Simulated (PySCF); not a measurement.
# Unknown compound

The spectra below were simulated for a compound C₆H₇N.

1H NMR (400 MHz, computed): δ 6.55 (m, 1H), 5.94 (m, 1H), 5.58 (m, 1H), 5.49 (m, 1H), 5.38 (d, 1H), 3.38 (m, 2H).

13C{1H} NMR (computed): δ 163.7, 142.8, 125.6, 120.7, 105.7, 44.0.

- shielding tensors at PBE0/pcSseg-1 (GIAO)
- GFN2-xTB geometry
- code: PySCF 2.14
- gas phase, a single conformation, rapidly exchanging positions averaged, non-relativistic

References, each an isolated molecule treated in the same way: 1H, 13C vs TMS.

Q: Which of these isomers gave the spectra?
A. C=CC/C=C\C#N
B. C=C1CC[C@H]1C#N
C. Nc1ccccc1
D. N#CCC=C1CC1

A: A. 

- Rings plus π bonds: 4 (no ring in the answer).
- 6 carbon signals for 6 carbons: no two carbons are equivalent.
- Carbon types of the structure: 1 × C, 3 × CH, 2 × CH2, which accounts for all hydrogens.
- δC 163.7, 142.8, 105.7: alkene CH; an sp2 carbon of a C=C bond.
- δC 125.6: terminal =CH2 carbon; the olefinic region.
- δC 120.7: nitrile carbon; typical of a nitrile.
- δH 6.55, 5.94, 5.38: hydrogen on an alkene CH; olefinic region.
- δH 5.58, 5.49: hydrogen on a terminal =CH2 carbon; a vinylic proton, deshielded by the sp2 carbon and the C=C anisotropy.

The others: Nc1ccccc1 would give 4 carbon signals, not 6; N#CCC=C1CC1 would give 4 signals for carbon-bound and other non-exchanging H, not 6; C=C1CC[C@H]1C#N would give 7 signals for carbon-bound and other non-exchanging H, not 6.

Shifts are as computed. Against solution values, carbons near 30 ppm lie about +3 ppm off and those near 130 ppm about +5 ppm. Of 1211 compounds with measured shifts, 218 miss one by over three times the rms of a fit or turn the order of signals round; such compounds aren't used in these exercises. No couplings were computed; multiplicities are counted from neighbouring protons, with m where these are inequivalent, close in shift, in a saturated or five-membered ring or joined by F or P, and br s for small geminal =CH2 splittings.
